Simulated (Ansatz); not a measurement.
## All-electron card of HfB$_{2}$

```
Hf B
1.0
     3.14000    0.00000    0.00000
    -1.57000    2.71932    0.00000
     0.00000    0.00000    3.48000
Hf B
1 2
Cartesian
  0.0000 0.0000 0.0000
  0.0000 1.8129 1.7400
  1.5700 0.9064 1.7400
```

Atoms are numbered in the order listed.

The cell is COD entry 1510711, as deposited and not checked against the literature; nothing was relaxed.

No spin–orbit coupling, which matters for the heavy atoms here.

All numbers are computed: DFT, PBE, all-electron LAPW, scalar-relativistic (Ansatz 0.2.0); DFT, PBE, PAW with Ansatz's default frozen-core files, scalar-relativistic (Ansatz 0.2.0).

For LAPW: a Γ-centred 15×15×12 k mesh, Fermi–Dirac smearing of 0.03 eV, basis error target 1 meV/atom, no spin polarisation. PAW takes a cutoff of 420 eV at this cell. The Ansatz runs share mesh, smearing and spin set-up. Values come from LAPW unless marked.

```json
{"Density of states at the Fermi level (0.2 eV bin)": "0.18 states/eV per cell", "Pressure at this cell": "1.43 GPa", "Bader charges (from the PAW run)": "Hf1 +1.60, B2 -0.80 e", "Löwdin charges (with 0.03 e of the cell spilling out of the atomic basis, so their sizes and signs hang on that basis)": "Hf1 0.68, B2 -0.33 e", "Volume per atom": "9.90 Å³"}
```

Predict this quantity. Band gap.

none: bands cross the Fermi level, a metal.

Predict this quantity. Stress xx, yy, zz (compression positive).

1.40, 1.40, 1.49 GPa.
